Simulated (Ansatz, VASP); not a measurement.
**TiPt3 in VASP and in Ansatz**

Contents of INCAR:

```
ALGO     = Fast           # electronic algorithm
EDIFF    = 1E-6           # SCF threshold, eV
ENCUT    = 520            # plane-wave cutoff, eV
GGA      = PS             # functional
ISIF     = 2              # what is computed and relaxed
ISMEAR   = -1             # smearing method
LASPH    = True           # aspherical terms in the spheres
LCHARG   = False          # write CHGCAR
LREAL    = False          # projectors in reciprocal space
LWAVE    = False          # write WAVECAR
NBANDS   = 29             # bands
NELM     = 100            # most SCF steps
PREC     = Accurate       # precision mode
SIGMA    = 0.05           # smearing width, eV
```

File KPOINTS:

```
k-points
0
Gamma
  7 7 7
```

Contents of POSCAR:

```
TiPt3
1.0
    3.8708448495      0.0000000000      0.0000000000
    0.0000000000      3.8708448495      0.0000000000
    0.0000000000      0.0000000000      3.8708448495
Pt Ti
3 1
Direct
    0.5000000000      0.5000000000      0.0000000000
    0.5000000000      0.0000000000      0.5000000000
    0.0000000000      0.5000000000      0.5000000000
    0.0000000000      0.0000000000      0.0000000000
```

The input input.yaml:

```yaml
crystal:
  lattice:
    - [3.8708448495, 0.0, 0.0]
    - [0.0, 3.8708448495, 0.0]
    - [0.0, 0.0, 3.8708448495]
  atoms:
    - { symbol: Pt, position: [0.5, 0.5, 0.0] }
    - { symbol: Pt, position: [0.5, 0.0, 0.5] }
    - { symbol: Pt, position: [0.0, 0.5, 0.5] }
    - { symbol: Ti, position: [0.0, 0.0, 0.0] }
kpoints:
  mp_grid: { grid: [7, 7, 7] }
scf:
  occupations: { method: fermi_dirac, width: 0.05 }
hamiltonian:
  xc: pbesol
  pseudopotentials: { kind: all_electron, lapw: { basis_error: 0.001 } }
output:
  forces: true
  stress: true
  eigenvalues: true
```

Change from the starting cell: volume scaled by 0.98.

Alike in both runs: task single point; functional PBEsol; k mesh 7 × 7 × 7; occupations fermi-dirac, width 0.05 eV; no spin polarisation.

|  | VASP | Ansatz |
| --- | --- | --- |
| version | VASP 6.6.1 | Ansatz 0.2.0 |
| potentials or method | VASP PAW PBE potentials, release 64 (Pt, Ti_sv) | all-electron LAPW, scalar-relativistic |
| plane-wave cutoff (eV) | 520 | see its input |

|  | VASP | Ansatz | Ansatz less VASP |
| --- | --- | --- | --- |
| gap on the k mesh at the Fermi level (eV) | none | none | - |
| pressure (GPa) | 5.9 | 6.2 | +0.26 |

A gap of «none» marks a metal or a gap that the smearing closes. Ansatz ran all-electron here, so the differences hold the error of VASP's frozen core and of both bases.

Caveats: the PAW data sets were made with another functional, which shifts forces and pressure a little (VASP). Spin-orbit coupling is left out, which matters for the levels of Pt.
